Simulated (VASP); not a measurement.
# Pb: generalised stacking fault

Pb, Fm-3m (no. 225), 9 atoms in the cell. PBE, constrained relaxations along a path; PAW potentials Pb_d (PBE set).

Path: generalised stacking fault, a/6<112> on {111}; Layers in the cell: 9.

## Input

INCAR:
```
ALGO = Normal
EDIFF = 1E-6
EDIFFG = -0.02
ENCUT = 300
IBRION = 2
ISIF = 2
ISMEAR = 1
ISYM = 2
KPAR = 8
LASPH = True
LCHARG = False
LREAL = False
LWAVE = False
NELM = 100
NSW = 100
POTIM = 0.5
PREC = Normal
SIGMA = 0.2
```

KPOINTS:
```
k-points
0
Gamma
  14 14 2
```

POSCAR.step1:
```
Pb
1.0
    3.5002068511      0.0000000000      0.0000000000
    1.7501034256      3.0312680516      0.0000000000
    0.0000000000      0.0000000000     25.7211623385
Pb
9
Selective dynamics
Direct
    0.3333333333      0.3333333333      0.0000000000  F F T
   -0.3333333333      0.6666666667      0.1111111111  F F T
    0.0000000000      0.0000000000      0.2222222222  F F T
    0.3333333333      0.3333333333      0.3333333333  F F T
   -0.3333333333      0.6666666667      0.4444444444  F F T
    0.0000000000      0.0000000000      0.5555555556  F F T
    0.3333333333      0.3333333333      0.6666666667  F F T
   -0.3333333333      0.6666666667      0.7777777778  F F T
    0.0000000000      0.0000000000      0.8888888889  F F T
```

POSCAR.step2:
```
Pb
1.0
    3.5002068511      0.0000000000      0.0000000000
    1.7501034256      3.0312680516      0.0000000000
    0.3500206851      0.2020845368     25.7211623385
Pb
9
Selective dynamics
Direct
    0.3333333333      0.3333333333      0.0000000000  F F T
   -0.3407407407      0.6592592593      0.1111111111  F F T
   -0.0148148148     -0.0148148148      0.2222222222  F F T
    0.3111111111      0.3111111111      0.3333333333  F F T
   -0.3629629630      0.6370370370      0.4444444444  F F T
   -0.0370370370     -0.0370370370      0.5555555556  F F T
    0.2888888889      0.2888888889      0.6666666667  F F T
   -0.3851851852      0.6148148148      0.7777777778  F F T
   -0.0592592593     -0.0592592593      0.8888888889  F F T
```

POSCAR.step3:
```
Pb
1.0
    3.5002068511      0.0000000000      0.0000000000
    1.7501034256      3.0312680516      0.0000000000
    0.7000413702      0.4041690735     25.7211623385
Pb
9
Selective dynamics
Direct
    0.3333333333      0.3333333333      0.0000000000  F F T
   -0.3481481481      0.6518518519      0.1111111111  F F T
   -0.0296296296     -0.0296296296      0.2222222222  F F T
    0.2888888889      0.2888888889      0.3333333333  F F T
   -0.3925925926      0.6074074074      0.4444444444  F F T
   -0.0740740741     -0.0740740741      0.5555555556  F F T
    0.2444444444      0.2444444444      0.6666666667  F F T
   -0.4370370370      0.5629629630      0.7777777778  F F T
   -0.1185185185     -0.1185185185      0.8888888889  F F T
```

POSCAR.step4:
```
Pb
1.0
    3.5002068511      0.0000000000      0.0000000000
    1.7501034256      3.0312680516      0.0000000000
    0.8750517128      0.5052113419     25.7211623385
Pb
9
Selective dynamics
Direct
    0.3333333333      0.3333333333      0.0000000000  F F T
   -0.3518518519      0.6481481481      0.1111111111  F F T
   -0.0370370370     -0.0370370370      0.2222222222  F F T
    0.2777777778      0.2777777778      0.3333333333  F F T
   -0.4074074074      0.5925925926      0.4444444444  F F T
   -0.0925925926     -0.0925925926      0.5555555556  F F T
    0.2222222222      0.2222222222      0.6666666667  F F T
   -0.4629629630      0.5370370370      0.7777777778  F F T
   -0.1481481481     -0.1481481481      0.8888888889  F F T
```

POSCAR.step5:
```
Pb
1.0
    3.5002068511      0.0000000000      0.0000000000
    1.7501034256      3.0312680516      0.0000000000
    1.0500620553      0.6062536103     25.7211623385
Pb
9
Selective dynamics
Direct
    0.3333333333      0.3333333333      0.0000000000  F F T
   -0.3555555556      0.6444444444      0.1111111111  F F T
   -0.0444444444     -0.0444444444      0.2222222222  F F T
    0.2666666667      0.2666666667      0.3333333333  F F T
   -0.4222222222      0.5777777778      0.4444444444  F F T
   -0.1111111111     -0.1111111111      0.5555555556  F F T
    0.2000000000      0.2000000000      0.6666666667  F F T
   -0.4888888889      0.5111111111      0.7777777778  F F T
   -0.1777777778     -0.1777777778      0.8888888889  F F T
```

POSCAR.step6:
```
Pb
1.0
    3.5002068511      0.0000000000      0.0000000000
    1.7501034256      3.0312680516      0.0000000000
    1.4000827405      0.8083381471     25.7211623385
Pb
9
Selective dynamics
Direct
    0.3333333333      0.3333333333      0.0000000000  F F T
   -0.3629629630      0.6370370370      0.1111111111  F F T
   -0.0592592593     -0.0592592593      0.2222222222  F F T
    0.2444444444      0.2444444444      0.3333333333  F F T
   -0.4518518519      0.5481481481      0.4444444444  F F T
   -0.1481481481     -0.1481481481      0.5555555556  F F T
    0.1555555556      0.1555555556      0.6666666667  F F T
   -0.5407407407      0.4592592593      0.7777777778  F F T
   -0.2370370370     -0.2370370370      0.8888888889  F F T
```

POSCAR.step7:
```
Pb
1.0
    3.5002068511      0.0000000000      0.0000000000
    1.7501034256      3.0312680516      0.0000000000
    1.7501034256      1.0104226839     25.7211623385
Pb
9
Selective dynamics
Direct
    0.3333333333      0.3333333333      0.0000000000  F F T
   -0.3703703704      0.6296296296      0.1111111111  F F T
   -0.0740740741     -0.0740740741      0.2222222222  F F T
    0.2222222222      0.2222222222      0.3333333333  F F T
   -0.4814814815      0.5185185185      0.4444444444  F F T
   -0.1851851852     -0.1851851852      0.5555555556  F F T
    0.1111111111      0.1111111111      0.6666666667  F F T
   -0.5925925926      0.4074074074      0.7777777778  F F T
   -0.2962962963     -0.2962962963      0.8888888889  F F T
```

Commands (each step's output is kept before the next begins):
```
cat potpaw_PBE.64/Pb_d/POTCAR > POTCAR
# POSCAR: c tilted by 0 of a/6<112> on {111}
cp POSCAR.step1 POSCAR
mpirun -np 8 vasp_std > vasp.out
# POSCAR: c tilted by 0.2 of a/6<112> on {111}
cp POSCAR.step2 POSCAR
mpirun -np 8 vasp_std > vasp.out
# POSCAR: c tilted by 0.4 of a/6<112> on {111}
cp POSCAR.step3 POSCAR
mpirun -np 8 vasp_std > vasp.out
# POSCAR: c tilted by 0.5 of a/6<112> on {111}
cp POSCAR.step4 POSCAR
mpirun -np 8 vasp_std > vasp.out
# POSCAR: c tilted by 0.6 of a/6<112> on {111}
cp POSCAR.step5 POSCAR
mpirun -np 8 vasp_std > vasp.out
# POSCAR: c tilted by 0.8 of a/6<112> on {111}
cp POSCAR.step6 POSCAR
mpirun -np 8 vasp_std > vasp.out
# POSCAR: c tilted by 1 of a/6<112> on {111}
cp POSCAR.step7 POSCAR
mpirun -np 8 vasp_std > vasp.out
```

## Result

- Unstable fault energy (mJ/m²): 76
- Energy at the end of the slip (mJ/m²): 60
- Ionic steps, all stages: 31
- Electronic steps, all stages: 250

Energy along the slip:

| Share of the slip | Fault energy (mJ/m²) |
|---|---|
| 0 | 0 |
| 0.2 | 24 |
| 0.4 | 59 |
| 0.5 | 69 |
| 0.6 | 76 |
| 0.8 | 71 |
| 1 | 60 |

Limits: the faults repeat once a cell, and the in-plane lattice is that of the given cell.

VASP 6.6.1 took 877 s on 8 cores (Intel Xeon 6975P-C (Granite Rapids)), a shared host.
